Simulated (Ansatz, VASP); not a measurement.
# Two plane-wave programs on Sn

File INCAR:

```
SYSTEM = Sn
  PREC = Accurate
  ENCUT = 520
  EDIFF = 1E-6
  ISMEAR = -1
  SIGMA = 0.1
  LREAL = .False.
  LASPH = .True.
  NELM = 80
  ALGO = Normal
  ISIF = 2
  LWAVE = .False.
  LCHARG = .False.
  GGA = B5
  ALDAX = 1.0
  AGGAX = 1.0
  AGGAC = 1.0
  ALDAC = 0.0
  NBANDS = 13
```

Contents of KPOINTS:

```
Automatic mesh
0
Gamma
  16 16 16
  0 0 0
```

The input POSCAR:

```
Sn
1.0
    3.2561640143      0.0000000000      0.0000000000
    0.0000000000      3.2561640143      0.0000000000
    0.0000000000      0.0000000000      3.2561640143
Sn
1
Direct
    0.0000000000      0.0000000000      0.0000000000
```

Input for Ansatz:

```yaml
crystal:
  lattice:
    - [3.2561640143, 0.0, 0.0]
    - [0.0, 3.2561640143, 0.0]
    - [0.0, 0.0, 3.2561640143]
  atoms:
    - { symbol: Sn, position: [0.0, 0.0, 0.0] }
hamiltonian:
  xc: blyp
  pseudopotentials:
    kind: paw
    azcp:
      Sn: "pseudopotentials/Sn.paw.azcp"
basis:
  ecutwfc: 420
  fft_grid_basis: typed
kpoints:
  mp_grid: { grid: [16, 16, 16], shift: [0, 0, 0] }
magnetization:
  spin_polarized: false
scf:
  occupations: { method: fermi_dirac, width: 0.1 }
output:
  stress: true
  write_density: true
  write_potential: true
  elf: true
  volumetric_format: npy
```

Alike in both runs: task single point; functional BLYP; k mesh 16 × 16 × 16; occupations fermi-dirac, width 0.1 eV; no spin polarisation.

|  | VASP | Ansatz |
| --- | --- | --- |
| version | VASP 6.6.1 | Ansatz 0.2.0 |
| potentials or method | VASP PAW PBE potentials, release 64 (Sn_d) | plane waves (420 eV) with PAW, scalar-relativistic |
| plane-wave cutoff (eV) | 520 | 420 |
| valence electrons in the cell | 14 | 14 |

```tsv
	VASP	Ansatz	Ansatz less VASP
pressure (GPa)	-2.1	-2.0	+0.01
```

Caveats: the PAW data sets were made with another functional, which shifts forces and pressure a little (VASP).
